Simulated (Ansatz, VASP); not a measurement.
## Rh in VASP and in Ansatz

```
Rh
1.0
     2.61796    0.00000    0.00000
    -1.30898    2.26722    0.00000
     0.00000    0.00000    8.55690
Rh
4
Direct
  0.00000 0.00000 0.00000
  0.33333 0.66667 0.25000
  0.00000 0.00000 0.50000
  0.66667 0.33333 0.75000
```

This isn't the form of Rh at room conditions, which is fcc.

Alike in both runs: task single point; functional LDA; k mesh 10 × 10 × 3; occupations fermi-dirac, width 0.15 eV; no spin polarisation.

```csv
,VASP,Ansatz
version,VASP 6.6.1,Ansatz 0.2.0
potentials or method,"VASP PAW LDA potentials, release 64 (Rh_pv)","plane waves, PAW"
plane-wave cutoff (eV),520,500
valence electrons in the cell,60,68
```

Ansatz gave:

```
pressure (GPa)                                  : 15.6
largest component of the traceless stress (GPa) : 0.07
```

Q: What did VASP give for the same quantities?

A: Pressure (GPa): 16.7; largest component of the traceless stress (GPa): 0.07.

The two sets of potentials don't hold the same shells in valence.

Caveats: so large a pressure means that the cell lies far from this level's equilibrium, or that cutoff or potentials fall short (VASP).
